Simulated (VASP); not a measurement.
# BN (P6_3/mmc) in VASP: further runs, part 2 of 2

VASP 6.6.1. Earlier steps stand in the parts before.

## 3. Relaxation of cell and atoms, PBE+D3(BJ)

INCAR

```
PREC = Accurate
ENCUT = 520
EDIFF = 1E-7
ISMEAR = 0
SIGMA = 0.02
LREAL = False
LASPH = True
NELM = 100
ALGO = Fast
ISIF = 3
LWAVE = False
LCHARG = False
GGA = PE
IVDW = 12
IBRION = 2
NSW = 80
EDIFFG = -0.002
AMIX = 0.2
```

KPOINTS

```
regular mesh
0
Gamma
  15 15 6
```

POSCAR

```
BN                                      
1.0
    2.5068191238      0.0000000000      0.0000000000
   -1.2534095619      2.1709690391      0.0000000000
    0.0000000000      0.0000000000      6.5862701205
  B               N             
     2     2
Direct
     0.3333333300000021    0.6666666699999979    0.2500000000000000
     0.6666666699999979    0.3333333300000021    0.7500000000000000
     0.3333333300000021    0.6666666699999979    0.7500000000000000
     0.6666666699999979    0.3333333300000021    0.2500000000000000
```

Potentials or basis: VASP PAW PBE potentials, release 64 (B, N).

Launch:

```sh
$ cat potpaw_PBE.64/B/POTCAR potpaw_PBE.64/N/POTCAR > POTCAR
$ mpirun -np 1 vasp_std > vasp.out
```

OUTCAR:

```text
PREC = Accurate
   ENCUT = 520
   EDIFF = 1E-7
   ISMEAR = 0
   LREAL = False
   LASPH = True
   NELM = 100
   ISIF = 3
   GGA = PE
   IVDW = 12
   IBRION = 2
   NSW = 80
   EDIFFG = -0.002
   AMIX = 0.2
 IVDW          = 12

 ion  position               nearest neighbor table
   1  0.333  0.667  0.250-   4 1.45   4 1.45   4 1.45
   2  0.667  0.333  0.750-   3 1.45   3 1.45   3 1.45
   3  0.333  0.667  0.750-   2 1.45   2 1.45   2 1.45
   4  0.667  0.333  0.250-   1 1.45   1 1.45   1 1.45

  LATTYP: Found a hexagonal cell.
 ALAT       =     2.5068191238
 C/A-ratio  =     2.6273415812

  Lattice vectors:

 A1 = (   2.5068191238,   0.0000000000,   0.0000000000)
 A2 = (  -1.2534095619,   2.1709690391,   0.0000000000)
 A3 = (   0.0000000000,   0.0000000000,   6.5862701205)

Analysis of symmetry for initial positions (statically):
=====================================================================
 Subroutine PRICEL returns:
 Original cell was already a primitive cell.

 Routine SETGRP: Setting up the symmetry group for a
 hexagonal supercell.

 Subroutine GETGRP returns: Found 24 space group operations
 (whereof 12 operations were pure point group operations)
 out of a pool of 24 trial point group operations.

The static configuration has the point symmetry D_3d.
 The point group associated with its full space group is D_6h.

Analysis of symmetry for dynamics (positions and initial velocities):
=====================================================================
 Subroutine PRICEL returns:
 Original cell was already a primitive cell.

 Routine SETGRP: Setting up the symmetry group for a
 hexagonal supercell.

 Subroutine GETGRP returns: Found 24 space group operations
 (whereof 12 operations were pure point group operations)
 out of a pool of 24 trial point group operations.

The dynamic configuration has the point symmetry D_3d.
 The point group associated with its full space group is D_6h.

 Subroutine INISYM returns: Found 24 space group operations
 (whereof 12 operations are pure point group operations),
[... 138 lines left out ...]
 NGX is ok and might be reduce to    20
   NGX =  9   NGY =  9   NGZ = 25

 number of electron      15.9999997 magnetization

 Free energy of the ion-electron system (eV)
  ---------------------------------------------------
  ext. energy  EPLUGINS =         0.00000000
  ---------------------------------------------------
  free energy    TOTEN  =       -35.14867597 eV

  energy without entropy =      -35.14867597  energy(sigma->0) =      -35.14867597

 E-fermi :   2.4497     XC(G=0): -10.1171

 val. band max:        2.3597822662   @ k =   0.3333   0.2667   0.0000
 cond. band min:       6.6292300204   @ k =   0.4667   0.0667   0.0000
 fundamental gap:      4.2694477543
 Fermi energy:         2.4496651696

 k-point     1 :       0.0000    0.0000    0.0000
  band No.  band energies     occupation
      1     -15.4628      2.00000
      2     -15.1492      2.00000
      3      -3.9084      2.00000
      4      -1.6950      2.00000
      5       0.9898      2.00000
      6       0.9898      2.00000
      7       1.0304      2.00000
      8       1.0304      2.00000
      9       7.6378      0.00000
     10      12.7252      0.00000
     11      13.8548      0.00000
     12      13.8967      0.00000
[... 331 lines left out ...]
 k-point    24 :       0.4000    0.2000    0.0000
  band No.  band energies     occupation
      1     -11.9264      2.00000
      2     -11.8666      2.00000
      3      -6.1220      2.00000
      4      -6.0306      2.00000
      5      -3.6107      2.00000
      6      -3.5287      2.00000
      7       1.4765      2.00000
      8       2.2559      2.00000
      9       6.9036      0.00000
     10       7.7196      0.00000
     11      14.0643      0.00000
     12      14.9500      0.00000

 [... further k-points ...]

------------------------ aborting loop because EDIFF is reached ----------------------------------------

 Edisp (eV)   -0.56895

 E8    (eV) :    -0.1668

  FORCE on cell =-STRESS in cart. coord.  units (eV):
  Direction    XX          YY          ZZ          XY          YZ          ZX
  --------------------------------------------------------------------------------------
  -------------------------------------------------------------------------------------
  Total       0.00179     0.00179     0.00090     0.00000    -0.00000     0.00000
  in kB       0.07996     0.07996     0.04008     0.00000    -0.00000     0.00000
  external pressure =        0.07 kB  Pullay stress =        0.00 kB

 VOLUME and BASIS-vectors are now :
 -----------------------------------------------------------------------------
  energy-cutoff  :      520.00
  volume of cell :       35.84
      direct lattice vectors                 reciprocal lattice vectors
     2.506819124  0.000000000  0.000000000     0.398911908  0.230311898  0.000000000
    -1.253409562  2.170969039  0.000000000     0.000000000  0.460623796  0.000000000
     0.000000000  0.000000000  6.586270121     0.000000000  0.000000000  0.151831003

 POSITION                                       TOTAL-FORCE (eV/Angst)
 -----------------------------------------------------------------------------------
     -0.00000      1.44731      1.64657         0.000000     -0.000000      0.000000
      1.25341      0.72366      4.93970        -0.000000      0.000000      0.000000
     -0.00000      1.44731      4.93970         0.000000     -0.000000      0.000000
      1.25341      0.72366      1.64657        -0.000000      0.000000      0.000000
 -----------------------------------------------------------------------------------
    total drift:                               -0.000002      0.000001      0.000000

  FREE ENERGIE OF THE ION-ELECTRON SYSTEM (eV)
  ---------------------------------------------------
  free  energy   TOTEN  =       -35.7176270158 eV

  energy  without entropy=      -35.7176270158  energy(sigma->0) =      -35.71762702

 reached required accuracy - stopping structural energy minimisation
```

OSZICAR:

```text
N       E                     dE             d eps       ncg     rms          rms(c)
DAV:   1     0.633912926489E+02    0.63391E+02   -0.83380E+03  2600   0.123E+03
DAV:   2    -0.344644375287E+02   -0.97856E+02   -0.88660E+02  3772   0.263E+02
DAV:   3    -0.386309650447E+02   -0.41665E+01   -0.41423E+01  3312   0.573E+01
[... 15 lines left out ...]
RMM:  19    -0.351486763734E+02    0.67261E-06   -0.11636E-06  2562   0.820E-03    0.926E-03
RMM:  20    -0.351486762381E+02    0.13521E-06   -0.22453E-07  1816   0.393E-03    0.773E-03
RMM:  21    -0.351486761115E+02    0.12667E-06   -0.16858E-07  1739   0.313E-03    0.589E-03
RMM:  22    -0.351486759773E+02    0.13416E-06   -0.42373E-07  2208   0.468E-03    0.291E-03
RMM:  23    -0.351486759732E+02    0.41052E-08   -0.89311E-08  1655   0.264E-03
   1 F= -.35717627E+02 E0= -.35717627E+02  d E =-.357176E+02
```

Run time: 42 s. Hardware: 1 thread of Intel Xeon Platinum 8488C (Sapphire Rapids), shared host; peak memory 0.18 GiB.

What came out:

- Free energy: -35.7176 eV
- Pressure after relaxing: 0.0 GPa
- Band gap on the k mesh: 4.27 eV, indirect (least direct gap 4.63 eV)
- Dispersion energy per atom: -0.142 eV

Final structure:
```xyz
4
Lattice="2.5068 0.0000 0.0000 -1.2534 2.1710 0.0000 0.0000 0.0000 6.5863" Properties=species:S:1:pos:R:3 pbc="T T T"
B     0.0000    1.4473    1.6466
B     1.2534    0.7237    4.9397
N     0.0000    1.4473    4.9397
N     1.2534    0.7237    1.6466
```

Caveat: the relaxation stopped at its first step, so nothing moved; an odd mesh through Γ misses points on the zone boundary, where band edges often lie. Expect the measured gap to be larger: semilocal functionals such as PBE lack the derivative discontinuity.
